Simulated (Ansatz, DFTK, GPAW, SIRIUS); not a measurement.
# Cost and result for the bulk modulus of Ir

It takes space group Fm-3m (No. 225, cubic). The conventional cell has a = 3.831 Å, b = 3.831 Å, c = 3.831 Å, α = 90.00°, β = 90.00°, γ = 90.00°. Ir (site symmetry m-3m) is surrounded by 12 Ir at 2.71 Å.

```csv
rung,level,program and potentials,cutoff (eV),k mesh,smearing,core time,chip,bulk modulus (GPa),notes
LDA,LDA,"Ansatz, Ansatz PAW",420,12 × 12 × 12,fermi-dirac 0.05,8 s,Arm Neoverse V1,406.5,"potentials made for PBE, which Ansatz adapts in part"
GGA,PBE,"Ansatz, Ansatz PAW",420,12 × 12 × 12,fermi-dirac 0.05,8.3 s,Arm Neoverse V1,349.2,-
meta-GGA,r2SCAN,"Ansatz, Ansatz PAW",500,12 × 12 × 12,fermi-dirac 0.05,18 s,Arm Neoverse V1,378.6,"potentials made for PBE, which Ansatz adapts in part"
LDA,LDA,"GPAW, the program's PAW data sets (release 1.2.1) made for this functional",600,12 × 12 × 12,fermi-dirac 0.05,47 s,Arm Neoverse V2,405.7,-
LDA,LDA,"GPAW, the program's PAW data sets (release 1.2.1) made for this functional, other valence",600,12 × 12 × 12,fermi-dirac 0.05,57 s,Arm Neoverse V1,408.1,-
GGA,PBE,"SIRIUS, all-electron FP-LAPW, apw+lo standard",-,12 × 12 × 12,fermi-dirac 0.05,3.4 min,Intel Xeon 6975P-C Granite Rapids,347.8,-
GGA,RPBE,"DFTK, SG15 1.2 (PBE)",952,9 × 9 × 9,fermi-dirac 0.05,3.8 min,Intel Xeon Platinum 8488C Sapphire Rapids,334.7,potentials made for PBE
```

Times are single runs on shared hosts and different chips, so they are rough; meshes, cutoffs and the tasks' sizes weigh on the time. Task: equation of state. All rows: no spin polarisation. Smearing widths are in eV. The cell comes from a database and isn't always the measured one. For a metal such meshes aren't converged. Meshes differ between rows, which moves values too. Meshes are those of the run's cell of 1 atom unless a note names another. Misses use the values as printed. Runs on faulty files, with rough fits or with known faults for this quantity aren't shown. No row holds spin-orbit coupling.

Measured: 339 GPa (pmc:6586894, doi:10.1038/s41598-019-45401-x).

Task: Which of the timed runs is the cheapest that comes within 8 % of the measured bulk modulus?

Result: PBE (Ansatz, Ansatz PAW): 349.2 GPa in 8.3 s. One crystal doesn't make the level reliable, since errors can cancel. The runs are for a static lattice, while measurements hold temperature and zero-point motion.
